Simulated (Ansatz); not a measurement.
# ZnS (Wurtzite-4H) (P6_3mc) in Ansatz: band structure with BLYP

Aim: the band structure of ZnS (Wurtzite-4H) with BLYP.

Everything below comes from runs of Ansatz 0.2.0. Logs are shortened: lines on timing, memory, paths and dates and some standing lists are left out, and cuts for length are marked.

**What was measured.**

From a printed reference work, monograph, for a bulk crystal of ZnS at 4 K: band gap 3.911 eV (direct).

The results are compared with them further down.

## (1) Starting point

It takes space group P6_3mc (No. 186, hexagonal). Conventional cell: a = 3.823 Å, b = 3.823 Å, c = 12.520 Å, α = 90.00°, β = 90.00°, γ = 120.00°. Zn (site symmetry 3m) has 4 S at 2.34 to 2.35 Å as nearest neighbours. Zn (site symmetry 3m) has 4 S at 2.34 to 2.35 Å as nearest neighbours. Around S (site symmetry 3m) lie 4 Zn at 2.34 to 2.35 Å. Around S (site symmetry 3m) lie 4 Zn at 2.34 to 2.35 Å.

## (2) Band structure, BLYP

File input.yaml:

```yaml
crystal:
  lattice:
    - [3.8227, 0.0, 0.0]
    - [-1.91135, 3.310555311, 0.0]
    - [0.0, 0.0, 12.52]
  atoms:
    - { symbol: Zn, position: [0.6666666667, 0.3333333333, 0.75] }
    - { symbol: Zn, position: [0.3333333333, 0.6666666667, 0.25] }
    - { symbol: Zn, position: [0.0, 0.0, 0.5] }
    - { symbol: Zn, position: [0.0, 0.0, 0.0] }
    - { symbol: S, position: [0.6666666667, 0.3333333333, 0.9375] }
    - { symbol: S, position: [0.3333333333, 0.6666666667, 0.4375] }
    - { symbol: S, position: [0.0, 0.0, 0.6875] }
    - { symbol: S, position: [0.0, 0.0, 0.1875] }
hamiltonian:
  xc: blyp
  pseudopotentials: { kind: paw }
kpoints:
  mp_grid: { grid: [8, 8, 3] }
  band_path:
    path:
      - [[0.0, 0.0, 0.0], [0.5, 0.0, 0.0], [0.3333333333, 0.3333333333, 0.0], [0.0, 0.0, 0.0], [0.0, 0.0, 0.5], [0.5, 0.0, 0.5], [0.3333333333, 0.3333333333, 0.5], [0.0, 0.0, 0.5]]
      - [[0.5, 0.0, 0.5], [0.5, 0.0, 0.0]]
      - [[0.3333333333, 0.3333333333, 0.0], [0.3333333333, 0.3333333333, 0.5]]
    npoints: 10
scf:
  occupations: { method: fermi_dirac, width: 0.05 }
  n_extra_bands: 20
output:
  forces: true
  stress: true
  eigenvalues: true
  fatbands: false
```

Potentials or basis: Ansatz PAW.

Command:

```console
$ ansatz run input.yaml --threads 4 --pin off --max-ram 11264MiB --backend cpu --events-out ev --progress --plain --runs-dir out
```

Output:

```text
Warning: RAYON_NUM_THREADS=4 ignored (pool sized by the plan → 4); use --threads N
scf.n_extra_bands = 20 over 36 filled bands (N_el = 72.0): the run solves 56 bands
Engine: ansatz 0.2.0, x86_64-unknown-linux-gnu
Pseudopotentials: kind: paw
Pseudopotential: Zn, paw, valence charge 12, recommended cutoff 420 eV (normal), Zn.paw.azcp
Pseudopotential: S, paw, valence charge 6, recommended cutoff 420 eV (normal), S.paw.azcp
Functional definition: BLYP
  parameter beta = 0.0042
  parameter a = 0.04918
  parameter b = 0.132
  parameter c = 0.2533
  parameter d = 0.349
  exchange = b88_x(beta = beta)
  correlation = lyp_c(a = a, b = b, c = c, d = d)
Crystal: 8 atoms, lattice volume = 158.444 Å³
Basis set: ecut = 420 eV, 3077 PW (Γ), exchange–correlation on 54×54×180 points (8 copies of the dense FFT grid, shifted against one another)
Bands: 56, of which v1, the nominal top of the filled ones, is band 36 counted from 1 (35 counted from 0)
Symmetry: 12 space group operations
Space group: P63mc (ITA 186), of the structure as read, at distance tolerance 5.4e-5 Å
k-points: 20 of 192 (time reversal used)
Non-local potential: Zn, projectors of the file, l = 0: 2, l = 1: 2, l = 2: 3, l = 3: 1
Non-local potential: S, projectors of the file, l = 0: 2, l = 1: 2, l = 2: 2
PAW form: soft (Blöchl's): semilocal exchange-correlation on the pseudo side does not see the compensation charge
PAW frozen core: Zn, regenerated for the run's functional, and the local potential with it (the file was generated under x = pbe(κ = 0.804, μ = 0.2195149727645171), c = pbe(β = 0.06672455060314922))
PAW frozen core: S, regenerated for the run's functional, and the local potential with it (the file was generated under x = pbe(κ = 0.804, μ = 0.2195149727645171), c = pbe(β = 0.06672455060314922))
PAW one-centre angular grid: Zn, 590 points (default); XC on 64 Gauss nodes
PAW one-centre angular grid: S, 110 points (default); XC on 64 Gauss nodes
Initial density: superposition of atomic densities (neutral atoms: chi_scale 0, normalization atom), corrected by the library's trained network
Initial wavefunctions: pseudopotential atomic-orbital guess
Functional: x = b88, c = lyp
SCF iter   1: F=—  HF=-16947.238374 eV  |F-HF|=—  |Δ(HF+E_count)|=         —  Δρ=6.12e-3  dr2=7.03e-2  ethr=1.77e-3  ⟨swp⟩=7.2  Hψ=5564  notcnv=0  defer=79
preconditioner: auto → Resta (q_TF=auto, 2.392 Å⁻¹)  ε∞=4.6  [insulator: Δε(μ)=2.155 eV  Ē_g=13.148 eV  σ=0.050 eV  W_gap=1.00  n_scr=38 (ndim 8)  ℏωp=25.0 eV  f_vac=0.034  D(μ)=0.00/eV (n_scr^D=0)  ε∞_Penn≈4.6]
SCF iter   2: F=—  HF=-16947.217153 eV  |F-HF|=—  |Δ(HF+E_count)|=   2.12e-2  Δρ=2.44e-3  dr2=1.14e-2  ethr=9.76e-5  ⟨swp⟩=2.0  Hψ=1524  notcnv=0  defer=269
SCF iter   3: F=—  HF=-16947.213507 eV  |F-HF|=—  |Δ(HF+E_count)|=   3.65e-3  Δρ=9.95e-4  dr2=1.14e-3  ethr=1.58e-5  ⟨swp⟩=2.1  Hψ=1542  notcnv=0  defer=269
SCF iter   4: F=—  HF=-16947.213306 eV  |F-HF|=—  |Δ(HF+E_count)|=   2.01e-4  Δρ=4.96e-4  dr2=4.17e-4  ethr=1.58e-6  ⟨swp⟩=2.0  Hψ=1503  notcnv=0  defer=269
SCF iter   5: F=—  HF=-16947.213095 eV  |F-HF|=—  |Δ(HF+E_count)|=   2.11e-4  Δρ=1.59e-4  dr2=2.37e-5  ethr=5.79e-7  ⟨swp⟩=2.0  Hψ=1476  notcnv=0  defer=269
SCF iter   6: F=—  HF=-16947.213017 eV  |F-HF|=—  |Δ(HF+E_count)|=   7.87e-5  Δρ=3.22e-5  dr2=2.29e-6  ethr=3.29e-8  ⟨swp⟩=2.0  Hψ=1528  notcnv=0  defer=269
SCF iter   7: F=—  HF=-16947.213016 eV  |F-HF|=—  |Δ(HF+E_count)|=   3.26e-7  Δρ=1.17e-5  dr2=1.63e-7  ethr=3.19e-9  ⟨swp⟩=2.0  Hψ=1404  notcnv=0  defer=269
SCF iter   8: F=-16947.213016 eV  HF=-16947.213016 eV  |F-HF|=3.11e-9  |Δ(HF+E_count)|=   8.03e-8  Δρ=2.61e-6  dr2=1.34e-8  ethr=1.39e-10  ⟨swp⟩=10.9  Hψ=5814  notcnv=0
SCF 1 converged in 8 iterations: F = -16947.213016 eV  dr2 = 1.34e-8
NSCF: frozen V_eff on 93 k-points
SCF converged after 8 iterations
Free energy (F): -16947.213016 eV
Harris-Foulkes:  -16947.213016 eV  (|F-HF|=3.11e-9)
Internal energy: -16947.213016 eV  (E = F + TS)
E sigma→0 (E₀):  -16947.213016 eV
Fermi energy:    7.196138 eV
--- Per-component energies (eV) ---
  E_band       = 40.125911
  E_kinetic    = 959.415347
  E_local      = -8183.080855  (includes V_loc(G=0)·N_el)
  E_nonlocal   = 2564.568811
  E_hartree    = 3427.567880
  E_xc         = -930.508252
  E_vxc        = -546.810935  (∫ρ·V_xc dr)
  E_paw        = -9781.103844  (= ΣΔE_a)
  E_vpaw       = -1609.096851  (= ΣTr[D̂ρ^β])
  E_aug_tail   = -0.001474  (compensation charges beyond the density's cutoff)
  E_ewald      = -5003.879258
  E_core_change = -0.191372  (= ΣΔE_core)
  E_smearing   = -0.000000  (= −TS)
  E_closure    = -0.000000  (closes the sum)
  Σ components = -16947.213016   (vs F -16947.213016, Δ=0.00e0)
--- Forces (eV/Å), atoms counted from 1 ---
  atom   1  Zn     0.00000000    -0.00000000     0.00648374
  atom   2  Zn     0.00000000     0.00000000     0.00648374
  atom   3  Zn     0.00000000    -0.00000000     0.03210687
  atom   4  Zn     0.00000000     0.00000000     0.03210687
  atom   5  S      0.00000000    -0.00000000     0.01278601
  atom   6  S     -0.00000000     0.00000000     0.01278601
  atom   7  S      0.00000000     0.00000000    -0.05138050
  atom   8  S      0.00000000    -0.00000000    -0.05138050
  max |Σ_I F_I| component: 7.75e-6 eV/Å
--- Stress (GPa, compression-positive) ---
        5.150965       0.000000      -0.000000
        0.000000       5.150965      -0.000000
        0.000000      -0.000000       5.080542
  P = ⅓ Tr σ = 5.1275 GPa (51.275 kbar)
--- Band table (eV; the first three rows and the last of 20) ---
  k-point 0: bands = ["-7.0003", "-6.5927", "-6.5819", "-6.0973", "-0.3104", "-0.3070", "-0.3070", "-0.2691", "-0.2691", "-0.2639", "-0.2523", "-0.2465", "-0.2465", "-0.2116", "-0.2116", "0.1443", "0.1443", "0.1513", "0.1513", "0.1798", "0.1798", "0.1952", "0.1952", "0.3638", "0.8843", "3.2671", "3.2828", "5.2482", "5.2482", "5.6418", "5.6418", "5.6585", "5.6585", "6.0662", "6.1055", "6.1055", "8.2117", "9.2902", "9.4727", "9.7053", "12.4749", "12.4749", "12.5943", "12.7961", "12.7961", "12.9540", "13.0661", "13.2534", "13.2534", "13.4329", "13.4329", "15.2646", "16.6913", "16.6913", "17.0363", "17.0363"]
  k-point 1: bands = ["-6.9485", "-6.8017", "-6.3539", "-6.1687", "-0.3107", "-0.3023", "-0.3005", "-0.3005", "-0.2838", "-0.2838", "-0.2327", "-0.2327", "-0.2174", "-0.2174", "-0.1366", "0.1054", "0.1461", "0.1461", "0.1496", "0.1496", "0.1836", "0.1836", "0.1913", "0.1913", "1.3647", "2.2312", "4.4048", "5.2998", "5.2998", "5.4439", "5.4439", "5.4838", "5.8695", "5.8695", "6.0403", "6.0403", "8.6977", "9.3292", "9.3432", "9.5199", "12.4632", "12.4824", "12.5560", "12.5560", "12.7198", "12.7198", "13.2785", "13.2785", "13.3719", "13.3719", "13.9745", "14.8794", "16.8960", "16.8960", "17.1319", "17.1319"]
  k-point 2: bands = ["-6.8980", "-6.5084", "-6.4976", "-6.0407", "-0.3123", "-0.2944", "-0.2868", "-0.2808", "-0.2708", "-0.2443", "-0.2257", "-0.2217", "-0.2166", "-0.1962", "-0.1819", "0.1288", "0.1365", "0.1455", "0.1593", "0.1615", "0.1786", "0.1823", "0.2008", "0.3950", "1.0290", "3.2147", "3.2319", "4.5131", "5.0063", "5.0122", "5.0543", "5.2763", "5.4578", "5.4689", "5.9367", "5.9785", "8.9952", "9.9673", "10.0848", "10.3433", "11.9833", "12.1006", "12.3283", "12.7384", "12.8107", "13.1118", "13.2120", "13.2176", "13.5599", "13.8328", "13.9604", "14.8846", "15.8515", "16.1704", "17.1925", "17.4432"]
  k-point 19: bands = ["-5.9387", "-5.9113", "-5.8439", "-5.8217", "-0.2322", "-0.2286", "-0.1552", "-0.1384", "-0.1155", "-0.1111", "-0.0716", "-0.0444", "0.0490", "0.0549", "0.0907", "0.1112", "0.1433", "0.1496", "0.1724", "0.1874", "0.3861", "0.4137", "0.4595", "0.4790", "1.3838", "1.4380", "1.6274", "1.6918", "2.9336", "3.0251", "3.5565", "3.7164", "3.9964", "4.3543", "4.6659", "4.6725", "10.5835", "10.6630", "10.9450", "11.3882", "12.0045", "12.0594", "12.5451", "12.8857", "13.4826", "13.7312", "14.0656", "14.7278", "15.1805", "15.2951", "15.8665", "16.0879", "16.5603", "16.7514", "17.2919", "17.5430"]
```

Run time: 7.2 s. Hardware: 4 threads of Intel Xeon 6975P-C (Granite Rapids), shared host; peak memory 0.79 GiB.

Results:

| Quantity | Value |
| --- | --- |
| Free energy | -16947.2130 eV |
| Pressure | 5.1 GPa |
| Largest force | 0.051 eV/Å |
| Band gap on the k mesh | 2.11 eV, direct |
| Band gap along the path | 2.11 eV, direct |

Forces in eV/Å, atoms in the order of the input:
```
Zn   0.000  0.000  0.006
Zn   0.000  0.000  0.006
Zn   0.000  0.000  0.032
Zn   0.000  0.000  0.032
S    0.000  0.000  0.013
S    0.000  0.000  0.013
S    0.000  0.000 -0.051
S    0.000  0.000 -0.051
```

Levels at the corners of the path, in eV from the valence-band top:
```tsv
point	band 33	band 34	band 35	band 36	band 37	band 38	band 39	band 40
Γ	-0.45	-0.04	0.00	0.00	2.11	3.18	3.37	3.60
M	-1.56	-1.55	-1.08	-0.86	3.34	3.44	3.82	4.41
K	-2.24	-1.72	-1.72	-1.30	4.52	4.95	4.95	5.34
Γ	-0.45	-0.04	0.00	0.00	2.11	3.18	3.37	3.60
A	-0.14	-0.14	-0.14	-0.14	2.96	2.96	3.30	3.30
L	-1.47	-1.47	-1.08	-1.08	3.73	3.73	4.07	4.07
H	-1.76	-1.76	-1.58	-1.58	4.47	4.47	5.17	5.17
A	-0.14	-0.14	-0.14	-0.14	2.96	2.96	3.30	3.30
L	-1.47	-1.47	-1.08	-1.08	3.73	3.73	4.07	4.07
M	-1.56	-1.55	-1.08	-0.86	3.34	3.44	3.82	4.41
K	-2.24	-1.72	-1.72	-1.30	4.52	4.95	4.95	5.34
H	-1.76	-1.76	-1.58	-1.58	4.47	4.47	5.17	5.17
```

Caveat: the PAW data sets come from PBE, with cores solved anew for the run's functional, which leaves a small shift of forces and pressure.

## (3) Comparison with measurements

Step 2. Against the measured gap of ZnS, 3.911 eV (direct; 4 K; a printed reference work, monograph), the calculated 2.11 eV is off by -1.80 eV. The value is that of BLYP, without temperature or zero-point motion. Semilocal functionals fall short of measured gaps as a rule.
